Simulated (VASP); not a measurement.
# WS2 (Fm-3m) in VASP: settings compared, part 2 of 2

VASP 6.6.1.

## (3) Single point, PBE

File INCAR:

```
PREC = Accurate ; ENCUT = 520
EDIFF = 1E-6 ; ISMEAR = -1
SIGMA = 0.02 ; LREAL = False
LASPH = True ; NELM = 100
ALGO = Normal ; ISIF = 2
LWAVE = False ; LCHARG = False
GGA = PE ; NBANDS = 20
```

File KPOINTS:

```
regular mesh
0
Gamma
  6 6 6
```

File POSCAR:

```
WS2
1.0
    0.0000000000      2.9311595479      2.9311595479
    2.9311595479      0.0000000000      2.9311595479
    2.9311595479      2.9311595479      0.0000000000
W S
1 2
Direct
    0.0000000000      0.0000000000      0.0000000000
    0.2500000000      0.2500000000      0.2500000000
    0.7500000000      0.7500000000      0.7500000000
```

Potentials or basis: VASP PAW PBE potentials, release 64 (W_sv, S).

Run with:

```
> cat potpaw_PBE.64/W_sv/POTCAR potpaw_PBE.64/S/POTCAR > POTCAR
> mpirun -np 1 vasp_std > vasp.out
```

OUTCAR:

```text
PREC = Accurate
   ENCUT = 520
   EDIFF = 1E-6
   ISMEAR = -1
   LREAL = False
   LASPH = True
   NELM = 100
   ISIF = 2
   GGA = PE

 ion  position               nearest neighbor table
   1  0.000  0.000  0.000-   3 2.54   3 2.54   3 2.54   2 2.54   3 2.54   2 2.54   2 2.54   2 2.54

   2  0.250  0.250  0.250-   1 2.54   1 2.54   1 2.54   1 2.54
   3  0.750  0.750  0.750-   1 2.54   1 2.54   1 2.54   1 2.54

  LATTYP: Found a face centered cubic cell.
 ALAT       =     5.8623190958

  Lattice vectors:

 A1 = (   0.0000000000,   2.9311595479,   2.9311595479)
 A2 = (   2.9311595479,   0.0000000000,   2.9311595479)
 A3 = (   2.9311595479,   2.9311595479,   0.0000000000)

Analysis of symmetry for initial positions (statically):
=====================================================================
 Subroutine PRICEL returns:
 Original cell was already a primitive cell.

 Routine SETGRP: Setting up the symmetry group for a
 face centered cubic supercell.

 Subroutine GETGRP returns: Found 48 space group operations
 (whereof 48 operations were pure point group operations)
 out of a pool of 48 trial point group operations.

The static configuration has the point symmetry O_h .

Analysis of symmetry for dynamics (positions and initial velocities):
=====================================================================
 Subroutine PRICEL returns:
 Original cell was already a primitive cell.

 Routine SETGRP: Setting up the symmetry group for a
 face centered cubic supercell.

 Subroutine GETGRP returns: Found 48 space group operations
 (whereof 48 operations were pure point group operations)
 out of a pool of 48 trial point group operations.

The dynamic configuration has the point symmetry O_h .

[... 103 lines left out ...]
   NUPDOWN=      -1.0000    fix difference up-down
   EMIN   =  10.00;   EMAX   =-10.00  energy-range for DOS
   EFERMI =   0.00;   METHOD = LEGACY
   ISMEAR =    -1;   SIGMA  =   0.02  broadening in eV -4-tet -1-fermi 0-gaus
   EFERMI_NEDOS =   21; number of points for ismear=-14 and -15
   IALGO  =     38    algorithm
   IMIX   =      4    mixing-type and parameters
     AMIX     =   0.40;   BMIX     =  1.00
     AMIX_MAG =   1.60;   BMIX_MAG =  1.00
  volume/ion in A,a.u.               =      16.79       113.30
  Fermi-wavevector in a.u.,A,eV,Ry     =   1.313257  2.481696 23.465216  1.724645
  Thomas-Fermi vector in A             =   2.443593
   LORBIT       =      0    0 simple, 1 ext, 2 COOP (PROOUT), +10 PAW based schemes
   GGA     = PE    functional components
   LHFCALC =     F    Hartree Fock is set to
   AEXX    =    0.0000 exact exchange contribution
   IVDW    =     0    specifies the selected vdW correction
   LEPSILON=     F    determine dielectric tensor
   LRPA    =     F    only Hartree local field effects (RPA)
 non-spin polarized calculation
  energy-cutoff  :      520.00
  volume of cell :       50.37
 maximum number of plane-waves:      1380
   NGX = 15   NGY = 15   NGZ = 15

 number of electron      25.9999998 magnetization

 Free energy of the ion-electron system (eV)
  ---------------------------------------------------
  ext. energy  EPLUGINS =         0.00000000
  ---------------------------------------------------
  free energy    TOTEN  =       -21.11797446 eV

  energy without entropy =      -21.11059907  energy(sigma->0) =      -21.11428677

 E-fermi :   8.3152     XC(G=0): -11.3843

 val. band max:        8.3013266359   @ k =   0.3333   0.0000   0.0000
 cond. band min:       8.3168482214   @ k =   0.5000   0.1667   0.0000
 fundamental gap:      0.0155215854
 Fermi energy:         8.3151664783

 k-point     1 :       0.0000    0.0000    0.0000
  band No.  band energies     occupation
      1     -66.0347      2.00000
      2     -30.2272      2.00000
      3     -30.2272      2.00000
      4     -30.2272      2.00000
      5      -7.6012      2.00000
      6      -2.7397      2.00000
[... 357 lines left out ...]
     19      15.9393      0.00000
     20      16.3253      0.00000

------------------------ aborting loop because EDIFF is reached ----------------------------------------

  FORCE on cell =-STRESS in cart. coord.  units (eV):
  Direction    XX          YY          ZZ          XY          YZ          ZX
  --------------------------------------------------------------------------------------
  -------------------------------------------------------------------------------------
  Total        0.2658893      0.2658893      0.2658893     -0.0000000     -0.0000000     -0.0000000
  in kB        8.4579090      8.4579090      8.4579090     -0.0000000     -0.0000000     -0.0000000
  external PRESSURE =       8.4579090 kB  Pullay stress =       0.0000000 kB

 VOLUME and BASIS-vectors are now :
 -----------------------------------------------------------------------------
  energy-cutoff  :      520.00
  volume of cell :       50.37
      direct lattice vectors                 reciprocal lattice vectors
     0.000000000  2.931159548  2.931159548    -0.170580957  0.170580957  0.170580957
     2.931159548  0.000000000  2.931159548     0.170580957 -0.170580957  0.170580957
     2.931159548  2.931159548  0.000000000     0.170580957  0.170580957 -0.170580957

 POSITION                                       TOTAL-FORCE (eV/Angst)
 -----------------------------------------------------------------------------------
      0.00000      0.00000      0.00000         0.000000     -0.000000     -0.000000
      1.46558      1.46558      1.46558        -0.000000     -0.000000     -0.000000
      4.39674      4.39674      4.39674         0.000000      0.000000      0.000000
 -----------------------------------------------------------------------------------
    total drift:                                0.000000     -0.000000      0.000000

  FREE ENERGIE OF THE ION-ELECTRON SYSTEM (eV)
  ---------------------------------------------------
  free  energy   TOTEN  =       -21.1179744613 eV

  energy  without entropy=      -21.1105990741  energy(sigma->0) =      -21.11428677
```

stdout:

```text
POSCAR found type information on POSCAR W S
 POSCAR found :  2 types and       3 ions
 scaLAPACK will be used
 LDA part: xc-table for (Slater+PW92), standard interpolation
 POSCAR, INCAR and KPOINTS ok, starting setup
 FFT: planning ... GRIDC
 FFT: planning ... GRID_SOFT
 FFT: planning ... GRID
 WAVECAR not read
 entering main loop
```

Wall time 11 s (1 thread of Intel Xeon Platinum 8488C (Sapphire Rapids), shared host); peak memory 0.17 GiB.

Results:

```yaml
Free_energy: -21.1180 eV
Pressure: 0.8 GPa
Band_gap_on_the_k_mesh: none (metal or under the smearing width)
```

## (4) Single point, PBE

File INCAR:

```
PREC = Accurate ; ENCUT = 520
EDIFF = 1E-7 ; ISMEAR = 0
SIGMA = 0.001 ; LREAL = False
LASPH = True ; NELM = 60
ALGO = Fast ; ISIF = 2
LWAVE = False ; LCHARG = True
GGA = PE ; LELF = True
LVHAR = True ; NBANDS = 20
```

File KPOINTS:

```
Automatic mesh
0
Gamma
  6 6 6
```

POSCAR is that of step 3.

Run with:

```
> cat potpaw_PBE.64/W_sv/POTCAR potpaw_PBE.64/S/POTCAR > POTCAR
> mpirun -np 1 vasp_std > vasp.out
```

It took 21 s on 1 thread of Intel Xeon Platinum 8488C (Sapphire Rapids), shared host; peak memory 0.18 GiB.

It converged, with:

* Free energy: -21.1129 eV
* Pressure: 0.8 GPa
* Band gap on the k mesh: none (metal or under the smearing width)

Levels at points of the mesh, in eV from the Fermi level:
| k point | band 9 | band 10 | band 11 | band 12 | band 13 | band 14 | band 15 | band 16 | band 17 | band 18 |
| --- | --- | --- | --- | --- | --- | --- | --- | --- | --- | --- |
| (0.00, 0.00, 0.00) | -6.46 | -1.06 | -1.06 | -0.84 | -0.84 | -0.84 | 4.62 | 4.62 | 4.62 | 4.93 |
| (0.50, 0.00, 0.00) | -4.57 | -3.36 | -3.33 | -3.33 | -0.45 | -0.45 | 1.94 | 4.54 | 4.54 | 6.61 |
| (0.50, 0.50, 0.00) | -5.46 | -2.75 | -2.75 | -1.29 | 0.23 | 0.67 | 2.14 | 3.65 | 3.65 | 5.94 |

Spin-orbit coupling is left out, which matters for the levels of W.

## (5) Single point, LDA

File INCAR:

```
SYSTEM = WS2
ALGO = Normal ; EDIFF = 1E-6
ENCUT = 520 ; ISIF = 2
ISMEAR = -1 ; LASPH = .TRUE.
LCHARG = .FALSE. ; LREAL = .FALSE.
LWAVE = .FALSE. ; NBANDS = 20
NELM = 100 ; PREC = Accurate
SIGMA = 0.02
```

File KPOINTS:

```
k-points
0
G
  6 6 6
  0 0 0
```

POSCAR is that of step 4.

Potentials or basis: VASP PAW LDA potentials, release 64 (W_sv, S).

Run with:

```
> cat potpaw_LDA.64/W_sv/POTCAR potpaw_LDA.64/S/POTCAR > POTCAR
> mpirun -np 1 vasp_std > vasp.out
```

OUTCAR:

```text
SYSTEM = WS2
   EDIFF = 1E-6
   ENCUT = 520
   ISIF = 2
   ISMEAR = -1
   LASPH = .TRUE.
   LREAL = .FALSE.
   NELM = 100
   PREC = Accurate

 ion  position               nearest neighbor table
   1  0.000  0.000  0.000-   3 2.54   3 2.54   3 2.54   2 2.54   3 2.54   2 2.54   2 2.54   2 2.54

   2  0.250  0.250  0.250-   1 2.54   1 2.54   1 2.54   1 2.54
   3  0.750  0.750  0.750-   1 2.54   1 2.54   1 2.54   1 2.54

  LATTYP: Found a face centered cubic cell.
 ALAT       =     5.8623190958

  Lattice vectors:

 A1 = (   0.0000000000,   2.9311595479,   2.9311595479)
 A2 = (   2.9311595479,   0.0000000000,   2.9311595479)
 A3 = (   2.9311595479,   2.9311595479,   0.0000000000)

Analysis of symmetry for initial positions (statically):
=====================================================================
 Subroutine PRICEL returns:
 Original cell was already a primitive cell.

 Routine SETGRP: Setting up the symmetry group for a
 face centered cubic supercell.

 Subroutine GETGRP returns: Found 48 space group operations
 (whereof 48 operations were pure point group operations)
 out of a pool of 48 trial point group operations.

The static configuration has the point symmetry O_h .

Analysis of symmetry for dynamics (positions and initial velocities):
=====================================================================
 Subroutine PRICEL returns:
 Original cell was already a primitive cell.

 Routine SETGRP: Setting up the symmetry group for a
 face centered cubic supercell.

 Subroutine GETGRP returns: Found 48 space group operations
 (whereof 48 operations were pure point group operations)
 out of a pool of 48 trial point group operations.

The dynamic configuration has the point symmetry O_h .

 Subroutine INISYM returns: Found 48 space group operations
 (whereof 48 operations are pure point group operations),
 and found     1 'primitive' translations

----------------------------------------------------------------------------------------

[... 104 lines left out ...]
     AMIX     =   0.40;   BMIX     =  1.00
     AMIX_MAG =   1.60;   BMIX_MAG =  1.00
  volume/ion in A,a.u.               =      16.79       113.30
  Fermi-wavevector in a.u.,A,eV,Ry     =   1.313257  2.481696 23.465216  1.724645
  Thomas-Fermi vector in A             =   2.443593
   LORBIT       =      0    0 simple, 1 ext, 2 COOP (PROOUT), +10 PAW based schemes
   GGA     = CA    functional components
   LHFCALC =     F    Hartree Fock is set to
   AEXX    =    0.0000 exact exchange contribution
   IVDW    =     0    specifies the selected vdW correction
   LEPSILON=     F    determine dielectric tensor
   LRPA    =     F    only Hartree local field effects (RPA)
 non-spin polarized calculation
  energy-cutoff  :      520.00
  volume of cell :       50.37
 maximum number of plane-waves:      1380
   NGX = 15   NGY = 15   NGZ = 15

 number of electron      25.9999998 magnetization

 Free energy of the ion-electron system (eV)
  ---------------------------------------------------
  ext. energy  EPLUGINS =         0.00000000
  ---------------------------------------------------
  free energy    TOTEN  =       -23.86598754 eV

  energy without entropy =      -23.85910595  energy(sigma->0) =      -23.86254674

 E-fermi :   8.1339     XC(G=0): -11.6322

 val. band max:        8.1224152077   @ k =   0.3333   0.0000   0.0000
 cond. band min:       8.1361305004   @ k =   0.5000   0.1667   0.0000
 fundamental gap:      0.0137152927
 Fermi energy:         8.1339499876

 k-point     1 :       0.0000    0.0000    0.0000
  band No.  band energies     occupation
      1     -65.7331      2.00000
      2     -30.1816      2.00000
      3     -30.1816      2.00000
      4     -30.1816      2.00000
      5      -7.6656      2.00000
      6      -2.7695      2.00000
[... 357 lines left out ...]
     19      15.6542      0.00000
     20      16.1810      0.00000

------------------------ aborting loop because EDIFF is reached ----------------------------------------

  FORCE on cell =-STRESS in cart. coord.  units (eV):
  Direction    XX          YY          ZZ          XY          YZ          ZX
  --------------------------------------------------------------------------------------
  -------------------------------------------------------------------------------------
  Total       -2.2490384     -2.2490384     -2.2490384      0.0000000      0.0000000     -0.0000000
  in kB      -71.5416728    -71.5416728    -71.5416728      0.0000000      0.0000000     -0.0000000
  external PRESSURE =     -71.5416728 kB  Pullay stress =       0.0000000 kB

 VOLUME and BASIS-vectors are now :
 -----------------------------------------------------------------------------
  energy-cutoff  :      520.00
  volume of cell :       50.37
      direct lattice vectors                 reciprocal lattice vectors
     0.000000000  2.931159548  2.931159548    -0.170580957  0.170580957  0.170580957
     2.931159548  0.000000000  2.931159548     0.170580957 -0.170580957  0.170580957
     2.931159548  2.931159548  0.000000000     0.170580957  0.170580957 -0.170580957

 POSITION                                       TOTAL-FORCE (eV/Angst)
 -----------------------------------------------------------------------------------
      0.00000      0.00000      0.00000         0.000000      0.000000      0.000000
      1.46558      1.46558      1.46558        -0.000000     -0.000000     -0.000000
      4.39674      4.39674      4.39674         0.000000      0.000000      0.000000
 -----------------------------------------------------------------------------------
    total drift:                                0.000000     -0.000000      0.000000

  FREE ENERGIE OF THE ION-ELECTRON SYSTEM (eV)
  ---------------------------------------------------
  free  energy   TOTEN  =       -23.8659875374 eV

  energy  without entropy=      -23.8591059450  energy(sigma->0) =      -23.86254674
```

It took 12 s on 1 thread of Intel Xeon Platinum 8488C (Sapphire Rapids), shared host; peak memory 0.15 GiB.

What came out:

* Free energy: -23.8660 eV
* Pressure: -7.2 GPa
* Band gap on the k mesh: none (metal or under the smearing width)

Spin-orbit coupling is left out, which matters for the levels of W.

## (6) Summary

| level | potentials or basis | k mesh | smearing | exchange at q = 0 | grid for exact exchange (PRECFOCK) | screening parameter | mesh quality | gap on the mesh (eV) | pressure (GPa) |
| --- | --- | --- | --- | --- | --- | --- | --- | --- | --- |
| HSE06 | VASP PAW PBE potentials, release 64 (W_sv, S) | 4 × 4 × 4 | fermi-dirac 0.02 eV | truncated | Normal | 0.2079 1/A | coarse | none | -4.4 |
| PBE | VASP PAW PBE potentials, release 64 (W_sv, S) | 6 × 6 × 6 | fermi-dirac 0.02 eV | - | - | - | not flagged | none | 0.8 |
| PBE | VASP PAW PBE potentials, release 64 (W_sv, S) | 6 × 6 × 6 | gaussian 0.001 eV | - | - | - | not flagged | none | 0.8 |
| LDA | VASP PAW LDA potentials, release 64 (W_sv, S) | 6 × 6 × 6 | fermi-dirac 0.02 eV | - | - | - | not flagged | none | -7.2 |

Alike in all rows: task single point; no spin polarisation; cell as given; cutoff (eV) 520.

Caveats: some runs use coarse meshes; the PAW data sets were made with another functional, which shifts forces and pressure a little (some runs).

Absolute energies hang on the potentials; compare differences alone.
